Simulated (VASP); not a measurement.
Input of a VASP 6.6.1 run:

File INCAR:

```
PREC     = Accurate       # precision mode
ENCUT    = 520            # plane-wave cutoff, eV
EDIFF    = 1E-6           # SCF threshold, eV
ISMEAR   = 0              # smearing method
SIGMA    = 0.1            # smearing width, eV
LREAL    = False          # projectors in reciprocal space
LASPH    = True           # aspherical terms in the spheres
NELM     = 100            # most SCF steps
ALGO     = Fast           # electronic algorithm
ISIF     = 2              # what is computed and relaxed
LWAVE    = False          # write WAVECAR
LCHARG   = False          # write CHGCAR
GGA      = PE             # functional
NBANDS   = 14             # bands
```

Contents of KPOINTS:

```
regular mesh
0
Gamma
  18 18 6
```

POSCAR

```
Al
1.0
    2.8571288530      0.0000000000      0.0000000000
   -1.4285644265      2.4743461685      0.0000000000
    0.0000000000      0.0000000000      9.5592199684
Al
4
Direct
    0.0000000000      0.0000000000      0.0000000000
    0.3333333300      0.6666666700      0.2500000000
    0.0000000000      0.0000000000      0.5000000000
    0.6666666700      0.3333333300      0.7500000000
```

Potentials or basis: VASP PAW PBE potentials, release 64 (Al).

Run with:

```bash
$ cat potpaw_PBE.64/Al/POTCAR > POTCAR
$ mpirun -np 1 vasp_std > vasp.out
```

(1) Predict the pressure.

(2) Estimate the band gap on the k mesh.

Results:

(1) -1.5 GPa.

(2) none (metal or under the smearing width).
